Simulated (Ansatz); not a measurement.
# Ge (Cmmm) at 3 levels of theory

One geometry, relaxed with PBE; plane waves with PAW potentials in Ansatz, scalar-relativistic. No spin polarisation. Gaps are the least over mesh and band path; pressure is positive in compression.

```yaml
crystal:
  lattice:
    - [3.41089, -7.06733, 0.00000]
    - [3.41089, 7.06733, 0.00000]
    - [0.00000, 0.00000, 4.06884]
  atoms:
    - { symbol: Ge, position: [0.14846, 0.48387, 0.00000] }
    - { symbol: Ge, position: [0.85154, 0.51613, 0.00000] }
    - { symbol: Ge, position: [0.51613, 0.85154, 0.00000] }
    - { symbol: Ge, position: [0.48387, 0.14846, 0.00000] }
    - { symbol: Ge, position: [0.90443, 0.72663, 0.50000] }
    - { symbol: Ge, position: [0.09557, 0.27337, 0.50000] }
    - { symbol: Ge, position: [0.27337, 0.09557, 0.50000] }
    - { symbol: Ge, position: [0.72663, 0.90443, 0.50000] }
```

| level | cutoff (eV) | k mesh | gap (eV) | pressure (GPa) |
| --- | --- | --- | --- | --- |
| PBE | 420 | 6×6×10 | 0.00 | 0.0 |
| r2SCAN | 500 | 6×6×10 | 0 | -2.7 |
| LDA | 420 | 6×6×10 | 0 | -4.3 |

The cell was found from a structure generator's guess, not taken from experiment.
